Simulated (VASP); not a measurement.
Set up this calculation in VASP 6.6.1, as the native input.

| Quantity | Value |
| --- | --- |
| Task | relaxation of cell and atoms |
| Functional | LAK |
| Potentials or basis | VASP PAW PBE potentials, release 64 (Fe, O) |
| Cutoff | 600 eV |
| k mesh | 8 × 8 × 8 |
| Occupations | gaussian, width 0.05 eV |
| Spin | collinear spin, ferromagnetic start |
| Starting moments | [3.0, 0.0] μB |
| Further INCAR settings | ALGO = Normal; EDIFF = 1e-07; IBRION = 2; EDIFFG = -0.005; NSW = 40; ISIF = 3 |

The structure of FeO (Wuestite) lies in POSCAR:

```
FeO
1.0
    1.5188209023      0.8768916568      2.5195772846
   -1.5188209023      0.8768916568      2.5195772846
    0.0000000000     -1.7537833136      2.5195772846
Fe O
1 1
Direct
    0.0000000000      0.0000000000      0.0000000000
    0.5000000000      0.5000000000      0.5000000000
```

The input as run:

INCAR

```
ALGO = Normal
EDIFF = 1E-7
EDIFFG = -0.005
ENCUT = 600
IBRION = 2
ISIF = 3
ISMEAR = 0
ISPIN = 2
LASPH = True
LCHARG = False
LMAXMIX = 4
LMIXTAU = True
LORBIT = 11
LREAL = False
LWAVE = False
MAGMOM = 3 0
METAGGA = LAK
NELM = 100
NSW = 40
PREC = Accurate
SIGMA = 0.05
```

KPOINTS

```
k-points
0
Gamma
  8 8 8
```

Potentials or basis: VASP PAW PBE potentials, release 64 (Fe, O).

The run is started by

```bash
$ cat potpaw_PBE.64/Fe/POTCAR potpaw_PBE.64/O/POTCAR > POTCAR
$ mpirun -np 1 vasp_std > vasp.out
```

It gave:

The relaxed volume is 9.97 Å³/atom and the relaxed cell is a = 3.044 Å, b = 3.044 Å, c = 3.044 Å, α = 60.00°, β = 60.00°, γ = 60.00°. The space group after relaxing (to 0.05 Å) is Fm-3m (No. 225) and the energy gained by relaxing is 1.0 meV/atom. The ionic steps are 6, the pressure after relaxing is -0.1 GPa and the band gap on the k mesh is none (metal or under the smearing width). The net moment is 4.00 μB per cell and the site moments are Fe +3.71; O +0.30 μB. The valence electrons inside the program's atomic spheres are Fe 6.70; O 5.09.

Caveat: the PAW data sets were made with another functional, which shifts forces and pressure a little; a cell with one magnetic atom can't hold antiferromagnetic order, which such compounds often take; semilocal functionals often make such compounds metallic where correlation or magnetic order opens a gap, which also shifts bond lengths.

It took 14 min on 1 thread of Intel(R) Xeon(R) 6975P-C (Granite Rapids), on a shared host, peak memory 0.22 GiB.
